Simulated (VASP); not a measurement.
# InP (F-43m) in VASP: further runs

Aim: see how the results for InP move with the level of theory and the settings. Levels: LDA, PBE, PBEsol, revPBE, BLYP. Tasks: single point.

Everything below comes from runs of VASP 6.6.1. Logs are shortened: lines on timing, memory, paths and dates and some standing lists are left out, and cuts for length are marked.

**Measured values to compare with.**

A printed reference work, data compilation reports, for a bulk crystal of InP at 1.6 K: band gap 1.4236 eV (direct).

The runs below are set against these values where they give the same quantity.

**1. The cell of the first run**

Symmetry: F-43m, No. 216, cubic system. The conventional cell has a = 5.861 Å, b = 5.861 Å, c = 5.861 Å, α = 90.00°, β = 90.00°, γ = 90.00°. In (site symmetry -43m) has 4 P at 2.54 Å within 3.3 Å. Within 3.3 Å of P (site symmetry -43m) lie 4 In at 2.54 Å.

**2. Single point, LDA**

INCAR reads:

```
SYSTEM = InP
  PREC = Accurate
  ENCUT = 520
  EDIFF = 1E-7
  ISMEAR = -1
  SIGMA = 0.05
  LREAL = .FALSE.
  LASPH = .TRUE.
  NELM = 100
  ALGO = Normal
  ISIF = 2
  LWAVE = .FALSE.
  LCHARG = .FALSE.
  GGA = CA
  NBANDS = 16
```

KPOINTS reads:

```
regular mesh
0
G
  5 5 5
  0 0 0
```

POSCAR reads:

```
InP
1.0
    0.0000000000      2.9305000000      2.9305000000
    2.9305000000      0.0000000000      2.9305000000
    2.9305000000      2.9305000000      0.0000000000
In P
1 1
Direct
    0.0000000000      0.0000000000      0.0000000000
    0.7500000000      0.7500000000      0.7500000000
```

Potentials or basis: VASP PAW LDA potentials, release 64 (In_d, P).

Started as:

```console
$ cat potpaw_LDA.64/In_d/POTCAR potpaw_LDA.64/P/POTCAR > POTCAR
$ mpirun -np 1 vasp_std > vasp.out
```

OUTCAR:

```text
SYSTEM = InP
   PREC = Accurate
   ENCUT = 520
   EDIFF = 1E-7
   ISMEAR = -1
   LREAL = .FALSE.
   LASPH = .TRUE.
   NELM = 100
   ISIF = 2
   GGA = CA

 ion  position               nearest neighbor table
   1  0.000  0.000  0.000-   2 2.54   2 2.54   2 2.54   2 2.54
   2  0.750  0.750  0.750-   1 2.54   1 2.54   1 2.54   1 2.54

  LATTYP: Found a face centered cubic cell.
 ALAT       =     5.8610000000

  Lattice vectors:

 A1 = (   0.0000000000,   2.9305000000,   2.9305000000)
 A2 = (   2.9305000000,   0.0000000000,   2.9305000000)
 A3 = (   2.9305000000,   2.9305000000,   0.0000000000)

Analysis of symmetry for initial positions (statically):
=====================================================================
 Subroutine PRICEL returns:
 Original cell was already a primitive cell.

 Routine SETGRP: Setting up the symmetry group for a
 face centered cubic supercell.

 Subroutine GETGRP returns: Found 24 space group operations
 (whereof 24 operations were pure point group operations)
 out of a pool of 48 trial point group operations.

The static configuration has the point symmetry T_d .

Analysis of symmetry for dynamics (positions and initial velocities):
=====================================================================
 Subroutine PRICEL returns:
 Original cell was already a primitive cell.

 Routine SETGRP: Setting up the symmetry group for a
 face centered cubic supercell.

 Subroutine GETGRP returns: Found 24 space group operations
 (whereof 24 operations were pure point group operations)
 out of a pool of 48 trial point group operations.

The dynamic configuration has the point symmetry T_d .

 Subroutine INISYM returns: Found 24 space group operations
 (whereof 24 operations are pure point group operations),
 and found     1 'primitive' translations

----------------------------------------------------------------------------------------

                                     Primitive cell

  volume of cell :      50.3333

  direct lattice vectors                    reciprocal lattice vectors
     0.000000000  2.930500000  2.930500000    -0.170619348  0.170619348  0.170619348
     2.930500000  0.000000000  2.930500000     0.170619348 -0.170619348  0.170619348
     2.930500000  2.930500000  0.000000000     0.170619348  0.170619348 -0.170619348

  length of vectors
     4.144352845  4.144352845  4.144352845     0.295521380  0.295521380  0.295521380

  position of ions in fractional coordinates (direct lattice)
     0.000000000  0.000000000  0.000000000
     0.750000000  0.750000000  0.750000000

  ion indices of the primitive-cell ions
   primitive index   ion index
                 1           1
                 2           2

----------------------------------------------------------------------------------------

 KPOINTS: regular mesh

Automatic generation of k-mesh.
 Grid dimensions read from file:
 generate k-points for:    5    5    5

 Generating k-lattice:

  Cartesian coordinates                     Fractional coordinates (reciprocal lattice)
    -0.034123870  0.034123870  0.034123870     0.200000000  0.000000000  0.000000000
     0.034123870 -0.034123870  0.034123870     0.000000000  0.200000000  0.000000000
     0.034123870  0.034123870 -0.034123870     0.000000000  0.000000000  0.200000000

  Length of vectors
     0.059104276  0.059104276  0.059104276

  Shift w.r.t. Gamma in fractional coordinates (k-lattice)
     0.000000000  0.000000000  0.000000000

 Subroutine IBZKPT returns following result:
 ===========================================

 Found     10 irreducible k-points:

 Following reciprocal coordinates:
            Coordinates               Weight
  0.000000  0.000000  0.000000      1.000000
  0.200000  0.000000  0.000000      8.000000
  0.400000  0.000000  0.000000      8.000000
  0.200000  0.200000  0.000000      6.000000
  0.400000  0.200000  0.000000     24.000000
 -0.400000  0.200000  0.000000     24.000000
 -0.200000  0.200000  0.000000     12.000000
  0.400000  0.400000  0.000000      6.000000
 -0.400000  0.400000  0.000000     12.000000
 -0.400000  0.400000  0.200000     24.000000
   k-points           NKPTS =     10   k-points in BZ     NKDIM =     10   number of bands    NBANDS=     16
   number of dos      NEDOS =    301   number of ions     NIONS =      2
   total plane-waves  NPLWV =  32768
   dimension x,y,z NGX =    32 NGY =   32 NGZ =   32
   dimension x,y,z NGXF=    64 NGYF=   64 NGZF=   64
   ions per type =               1   1
   NGX,Y,Z   is equivalent  to a cutoff of  12.84, 12.84, 12.84 a.u.
   NGXF,Y,Z  is equivalent  to a cutoff of  25.67, 25.67, 25.67 a.u.
 SYSTEM =  InP
   PREC   = accura    normal or accurate (medium, high low for compatibility)
   ISTART =      0    job   : 0-new  1-cont  2-samecut
   ICHARG =      2    charge: 1-file 2-atom 10-const
   ISPIN  =      1    spin polarized calculation?
   LNONCOLLINEAR =      F non collinear calculations
   LSORBIT =      F    spin-orbit coupling
   LASPH  =      T    aspherical Exc in radial PAW
   ENCUT  =  520.0 eV  38.22 Ry    6.18 a.u.   7.71  7.71  7.71*2*pi/ulx,y,z
   NELM   =    100;   NELMIN=  2; NELMDL= -5     # of ELM steps
   EDIFF  = 0.1E-06   stopping-criterion for ELM
   LREAL  =      F    real-space projection
   EDIFFG = 0.1E-05   stopping-criterion for IOM
   NSW    =      0    number of steps for IOM
   IBRION =     -1    ionic relax: 0-MD 1-quasi-New 2-CG
   NFREE  =      0    steps in history (QN), initial steepest desc. (CG)
   ISIF   =      2    stress and relaxation
   ISYM   =      2    0-nonsym 1-usesym 2-fastsym
   POTIM  = 0.5000    time-step for ionic-motion
   TEBEG  =    0.0;   TEEND  =   0.0 temperature during run
   PSTRESS=    0.0 pullay stress
   NELECT =      18.0000    total number of electrons
   NUPDOWN=      -1.0000    fix difference up-down
   EMIN   =  10.00;   EMAX   =-10.00  energy-range for DOS
   EFERMI =   0.00;   METHOD = LEGACY
   ISMEAR =    -1;   SIGMA  =   0.05  broadening in eV -4-tet -1-fermi 0-gaus
   EFERMI_NEDOS =   21; number of points for ismear=-14 and -15
   IALGO  =     38    algorithm
   IMIX   =      4    mixing-type and parameters
     AMIX     =   0.40;   BMIX     =  1.00
     AMIX_MAG =   1.60;   BMIX_MAG =  1.00
  volume/ion in A,a.u.               =      25.17       169.83
  Fermi-wavevector in a.u.,A,eV,Ry     =   1.162021  2.195901 18.371846  1.350293
  Thomas-Fermi vector in A             =   2.298587
   LORBIT       =      0    0 simple, 1 ext, 2 COOP (PROOUT), +10 PAW based schemes
   GGA     = CA    functional components
   LHFCALC =     F    Hartree Fock is set to
   AEXX    =    0.0000 exact exchange contribution
   IVDW    =     0    specifies the selected vdW correction
   LEPSILON=     F    determine dielectric tensor
   LRPA    =     F    only Hartree local field effects (RPA)
 non-spin polarized calculation
  energy-cutoff  :      520.00
  volume of cell :       50.33
 maximum number of plane-waves:      1369
   NGX = 15   NGY = 15   NGZ = 15

 number of electron      18.0000005 magnetization

 Free energy of the ion-electron system (eV)
  ---------------------------------------------------
  ext. energy  EPLUGINS =         0.00000000
  ---------------------------------------------------
  free energy    TOTEN  =        -9.63129387 eV

  energy without entropy =       -9.63118448  energy(sigma->0) =       -9.63123918

 E-fermi :   5.3059     XC(G=0):  -9.6066

 val. band max:        5.0271518060   @ k =   0.0000   0.0000   0.0000
 cond. band min:       5.5293656393   @ k =   0.0000   0.0000   0.0000
 fundamental gap:      0.5022138333
 Fermi energy:         5.3059461881

 k-point     1 :       0.0000    0.0000    0.0000
  band No.  band energies     occupation
      1      -9.1804      2.00000
      2      -9.1804      2.00000
      3      -9.1804      2.00000
      4      -9.0263      2.00000
      5      -9.0263      2.00000
      6      -6.5213      2.00000
      7       5.0272      1.99245
      8       5.0272      1.99245
      9       5.0272      1.99245
     10       5.5294      0.02267
     11       8.9764      0.00000
     12       8.9764      0.00000
     13       8.9764      0.00000
     14      13.2944      0.00000
     15      14.4673      0.00000
     16      14.4673      0.00000

 k-point     2 :       0.2000    0.0000    0.0000
  band No.  band energies     occupation
      1      -9.2235      2.00000
      2      -9.1633      2.00000
      3      -9.1633      2.00000
      4      -9.0254      2.00000
      5      -9.0254      2.00000
      6      -6.0724      2.00000
      7       2.2573      2.00000
      8       4.6096      2.00000
      9       4.6096      2.00000
     10       6.6864      0.00000
     11       9.5473      0.00000
     12       9.5473      0.00000
     13       9.6578      0.00000
     14      13.5002      0.00000
     15      13.5002      0.00000
     16      14.1425      0.00000

 k-point     3 :       0.4000    0.0000    0.0000
  band No.  band energies     occupation
      1      -9.2877      2.00000
      2      -9.1434      2.00000
      3      -9.1434      2.00000
      4      -9.0156      2.00000
      5      -9.0156      2.00000
      6      -5.0332      2.00000
      7      -0.3401      2.00000
      8       4.1072      2.00000
      9       4.1072      2.00000
     10       6.4011      0.00000
     11       9.7499      0.00000
     12       9.7499      0.00000
     13      11.6629      0.00000
     14      13.8065      0.00000
     15      14.7547      0.00000
     16      14.7547      0.00000

 k-point     4 :       0.2000    0.2000    0.0000
  band No.  band energies     occupation
      1      -9.2531      2.00000
      2      -9.1449      2.00000
      3      -9.1449      2.00000
      4      -9.0423      2.00000
      5      -9.0140      2.00000
      6      -5.9252      2.00000
      7       2.3224      2.00000
      8       3.9412      2.00000
      9       3.9412      2.00000
     10       7.6813      0.00000
     11       7.8578      0.00000
     12      10.6090      0.00000
     13      10.6090      0.00000
     14      11.8786      0.00000
     15      14.8214      0.00000
     16      15.9224      0.00000

 k-point     5 :       0.4000    0.2000    0.0000
  band No.  band energies     occupation
      1      -9.3012      2.00000
      2      -9.1272      2.00000
      3      -9.1194      2.00000
      4      -9.0456      2.00000
      5      -9.0058      2.00000
      6      -5.0478      2.00000
      7       0.3171      2.00000
      8       2.9742      2.00000
      9       3.4530      2.00000
     10       7.5443      0.00000
     11       8.8747      0.00000
     12      10.5443      0.00000
     13      11.1967      0.00000
     14      13.7249      0.00000
     15      15.5286      0.00000
     16      16.0220      0.00000

 k-point     6 :      -0.4000    0.2000    0.0000
  band No.  band energies     occupation
      1      -9.3074      2.00000
      2      -9.1312      2.00000
      3      -9.1186      2.00000
      4      -9.0276      2.00000
      5      -9.0161      2.00000
      6      -4.5180      2.00000
      7      -0.5907      2.00000
      8       2.2910      2.00000
      9       3.6551      2.00000
     10       7.6164      0.00000
     11       9.4848      0.00000
     12      10.7228      0.00000
     13      11.8237      0.00000
     14      13.9635      0.00000
     15      14.4297      0.00000
     16      16.0128      0.00000

 k-point     7 :      -0.2000    0.2000    0.0000
  band No.  band energies     occupation
      1      -9.2696      2.00000
      2      -9.1426      2.00000
      3      -9.1414      2.00000
      4      -9.0314      2.00000
      5      -9.0181      2.00000
      6      -5.4021      2.00000
      7       0.9270      2.00000
      8       2.7790      2.00000
      9       4.3570      2.00000
     10       7.7852      0.00000
     11       9.7041      0.00000
     12      10.0129      0.00000
     13      10.0417      0.00000
     14      12.7138      0.00000
     15      15.1505      0.00000
     16      16.1592      0.00000

 k-point     8 :       0.4000    0.4000    0.0000
  band No.  band energies     occupation
      1      -9.3495      2.00000
      2      -9.0851      2.00000
      3      -9.0851      2.00000
      4      -9.0735      2.00000
      5      -8.9941      2.00000
      6      -4.5018      2.00000
      7      -0.2814      2.00000
      8       2.8196      2.00000
      9       2.8196      2.00000
     10       6.6984      0.00000
     11       7.3883      0.00000
     12      13.3152      0.00000
     13      13.4723      0.00000
     14      13.4723      0.00000
     15      15.6144      0.00000
     16      17.9321      0.00000

 k-point     9 :      -0.4000    0.4000    0.0000
  band No.  band energies     occupation
      1      -9.3445      2.00000
      2      -9.0985      2.00000
      3      -9.0841      2.00000
      4      -9.0613      2.00000
      5      -9.0010      2.00000
      6      -4.0757      2.00000
      7      -0.7504      2.00000
      8       1.8313      2.00000
      9       2.9149      2.00000
     10       7.0821      0.00000
     11       8.6607      0.00000
     12      12.6815      0.00000
     13      12.8882      0.00000
     14      13.5693      0.00000
     15      15.2525      0.00000
     16      17.3939      0.00000

 k-point    10 :      -0.4000    0.4000    0.2000
  band No.  band energies     occupation
      1      -9.3242      2.00000
      2      -9.1217      2.00000
      3      -9.0914      2.00000
      4      -9.0479      2.00000
      5      -9.0093      2.00000
      6      -4.2812      2.00000
      7      -0.4673      2.00000
      8       1.9090      2.00000
      9       2.7248      2.00000
     10       8.7558      0.00000
     11       8.9639      0.00000
     12      10.0410      0.00000
     13      12.6778      0.00000
     14      13.5793      0.00000
     15      15.5600      0.00000
     16      17.4727      0.00000

------------------------ aborting loop because EDIFF is reached ----------------------------------------

  FORCE on cell =-STRESS in cart. coord.  units (eV):
  Direction    XX          YY          ZZ          XY          YZ          ZX
  --------------------------------------------------------------------------------------
  -------------------------------------------------------------------------------------
  Total       -0.3648669     -0.3648669     -0.3648669      0.0000000      0.0000000     -0.0000000
  in kB      -11.6142160    -11.6142160    -11.6142160      0.0000000      0.0000000     -0.0000000
  external PRESSURE =     -11.6142160 kB  Pullay stress =       0.0000000 kB

 VOLUME and BASIS-vectors are now :
 -----------------------------------------------------------------------------
  energy-cutoff  :      520.00
  volume of cell :       50.33
      direct lattice vectors                 reciprocal lattice vectors
     0.000000000  2.930500000  2.930500000    -0.170619348  0.170619348  0.170619348
     2.930500000  0.000000000  2.930500000     0.170619348 -0.170619348  0.170619348
     2.930500000  2.930500000  0.000000000     0.170619348  0.170619348 -0.170619348

 POSITION                                       TOTAL-FORCE (eV/Angst)
 -----------------------------------------------------------------------------------
      0.00000      0.00000      0.00000        -0.000000     -0.000000      0.000000
      4.39575      4.39575      4.39575         0.000000      0.000000     -0.000000
 -----------------------------------------------------------------------------------
    total drift:                                0.000000      0.000000      0.000000

  FREE ENERGIE OF THE ION-ELECTRON SYSTEM (eV)
  ---------------------------------------------------
  free  energy   TOTEN  =        -9.6312938734 eV

  energy  without entropy=       -9.6311844828  energy(sigma->0) =       -9.63123918
```

Wall time 9 s (1 thread of Intel Xeon 6975P-C, shared host); peak memory 0.15 GiB.

Results:

```
Free energy            : -9.6313 eV
Pressure               : -1.2 GPa
Band gap on the k mesh : 0.50 eV, direct
```

Caveat: spin-orbit coupling is left out, which moves the levels of the heavy elements.

[end of part 1 of 3]
